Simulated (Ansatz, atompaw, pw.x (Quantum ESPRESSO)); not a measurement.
# From atom to crystal: PAW (atompaw) potential for silicon (Si)

silicon, PAW, made with atompaw 4.2.0.5 (PBE, scalar-relativistic). Core [Ne], reference 3s2 3p2. Waves: 3s (bound): rc 2.00 bohr; 3s channel at 0.05 Ry: rc 1.50 bohr; 3p (bound): rc 2.00 bohr; 3p channel at 4 Ry: rc 2.00 bohr; 3d channel at 0.5 Ry: rc 2.00 bohr; 3d channel at 0.94 Ry: rc 2.00 bohr. Local part: ultrasoft scheme with l = 3 at -0.5 Ry, radius 1.50 bohr. Core correction: smooth core density matched at 2.00 bohr. Augmentation charge: sinc compensation charge, radius 1.90 bohr; PAW radius 2.00 bohr; waves and projectors: custom polynom2 7 10 vanderbiltortho.

Crystal test: fcc Si in pw.x 7.5, no spin, 15³ k-points, Fermi–Dirac smearing 0.01 Ry, cutoffs 40/400 Ry. The reference is all-electron LAPW (Ansatz 0.2.0) with the same functional, mesh and smearing; V0 and B0 come from Birch–Murnaghan fits to the pressures at five volumes. Errors are pseudo minus all-electron; Δ is the rms difference of the E(V) curves that follow from these fits, minima aligned, over ±6 % about the mean V0. Mesh and smearing are coarse, so the numbers serve the comparison and aren't converged zero-temperature values; the lattice is a test structure that the element need not adopt.

```json
{"V (Å³/atom)": "13.704", "P all-electron (GPa)": "5.12", "P pseudo (GPa)": "5.13"}
{"V (Å³/atom)": "14.064", "P all-electron (GPa)": "2.56", "P pseudo (GPa)": "2.57"}
{"V (Å³/atom)": "14.425", "P all-electron (GPa)": "0.32", "P pseudo (GPa)": "0.33"}
{"V (Å³/atom)": "14.786", "P all-electron (GPa)": "-1.65", "P pseudo (GPa)": "-1.65"}
{"V (Å³/atom)": "15.146", "P all-electron (GPa)": "-3.38", "P pseudo (GPa)": "-3.38"}
```

All-electron: a0 = 3.869 Å (V0 = 14.48 Å³/atom), B0 = 82.7 GPa.

Pseudopotential: mean pressure error (GPa): +0.01; a0 (Å): 3.869; a0 error (%): +0.00; B0 error (%): +0.1; Δ (meV/atom): 0.0.

Q: At the middle volume, how do free energy and pressure move when the wave cutoff is lowered (ecutrho held at 400 Ry)?

A:

```
cutoff (Ry)  shift of F (meV/atom)  shift of P (GPa)
         18                   +4.0             -0.17
         24                   +0.3             -0.01
         32                   +0.1             -0.00
```

The 8 pw.x runs together took about 56 s on one core of a shared server CPU.
